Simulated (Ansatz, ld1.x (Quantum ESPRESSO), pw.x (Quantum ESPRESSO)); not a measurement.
selenium (Se): does the PAW potential hold in the solid?

ld1.x (Quantum ESPRESSO) 7.5 input, shortened:

```
&input
   title='Se', zed=34., rel=1, dft='PBESOL', iswitch=3,
   config='[Ar] 3d10 4s2 4p2 4d-2'
 /
 &inputp
   pseudotype=3, lpaw=.true., tm=.true., lloc=-1, rcloc=1.50,
   nlcc=.true., new_core_ps=.true., rcore=1.10,
   which_augfun='PSQ', rmatch_augfun_nc=.true.
 /
6
4S  1  0   2.00   0.00  1.35  1.55  0.0
4S  1  0   0.00  -2.05  1.35  1.55  0.0
4P  2  1   2.00   0.00  1.55  1.85  0.0
4P  2  1   0.00  -1.35  1.55  1.85  0.0
4D  3  2  -2.00   0.25  1.40  1.85  0.0
4D  3  2  -2.00   2.45  1.40  1.85  0.0
 &test
   configts(1)='4s2 4p2'
 /
```

Crystal test: fcc Se in pw.x 7.5, no spin, 13³ k-points, Fermi–Dirac smearing 0.01 Ry, cutoffs 40/320 Ry. The reference is all-electron LAPW (Ansatz 0.2.0) with the same functional, mesh and smearing; V0 and B0 come from Birch–Murnaghan fits to the pressures at five volumes. Errors are pseudo minus all-electron; Δ is the rms difference of the E(V) curves that follow from these fits, minima aligned, over ±6 % about the mean V0. Mesh and smearing are coarse, so the numbers serve the comparison and aren't converged zero-temperature values; the lattice is a test structure that the element need not adopt.

```csv
V (Å³/atom),P all-electron (GPa),P pseudo (GPa)
18.236,5.20,5.04
18.716,2.64,2.49
19.196,0.41,0.27
19.676,-1.53,-1.67
20.156,-3.23,-3.35
```

All-electron: a0 = 4.257 Å (V0 = 19.29 Å³/atom), B0 = 81.4 GPa.

Pseudopotential: mean pressure error (GPa): -0.14; a0 (Å): 4.255; a0 error (%): -0.06; B0 error (%): +0.3; Δ (meV/atom): 0.6.

**Question.** At the middle volume, how do free energy and pressure move when the wave cutoff is lowered (ecutrho held at 320 Ry)?

**Answer.**

```csv
cutoff (Ry),shift of F (meV/atom),shift of P (GPa)
18,+39.9,-0.82
24,+13.9,-0.22
32,+2.8,-0.08
```

The run at the middle volume (84 k-points, 8 iterations) took about 7.4 s on one core of a shared host (Neoverse-V2, 32 threads, 247 GiB, load 11).
